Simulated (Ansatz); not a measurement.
## ZrB2 under changes of volume

One of the cells (10.249 Å³/atom); the others are scaled copies at fixed shape and fractional positions:

```
Zr B
1.0
     3.17000    0.00000    0.00000
    -1.58500    2.74530    0.00000
     0.00000    0.00000    3.53300
Zr B
1 2
Direct
  0.00000 0.00000 0.00000
  0.66667 0.33333 0.50000
  0.33333 0.66667 0.50000
```

- Program: Ansatz 0.2.0
- Functional: rPW86-PBE
- Potentials or basis: Ansatz PAW
- Cutoff: 420 eV (not typed: the program's choice for these potentials)
- k mesh: 10 × 10 × 8
- Occupations: gaussian, width 0.1 eV
- Spin: no spin polarisation

```csv
volume (Å³/atom),energy over the lowest point (meV/atom),pressure (GPa)
9.634,54.69,22.5
9.839,30.05,16.1
10.044,13.20,10.3
10.249,?,?
10.454,0.00,0.3
10.659,2.41,-4.0
10.864,10.10,-7.9
```

What does the run at 10.249 Å³/atom give?

Energy over the lowest point 3.42 meV/atom; pressure 5.1 GPa.

Worked out: A Birch-Murnaghan fit of order 3 (a polynomial in V^(-2/3)) to the other rows has its minimum at 10.47 Å³/atom with B0 = V·E''(V) = 230 GPa and B' = 3.9 at fixed shape and positions, which overstates the stiffness. It gives 3.40 meV/atom at 10.249 Å³/atom, against the run's 3.42, and -dE/dV = 5.1 GPa, against 5.1.

Energies are extrapolated to zero smearing.

Caveats: the PAW data sets come from PBE, with cores solved anew for the run's functional, which leaves a small shift of forces and pressure.
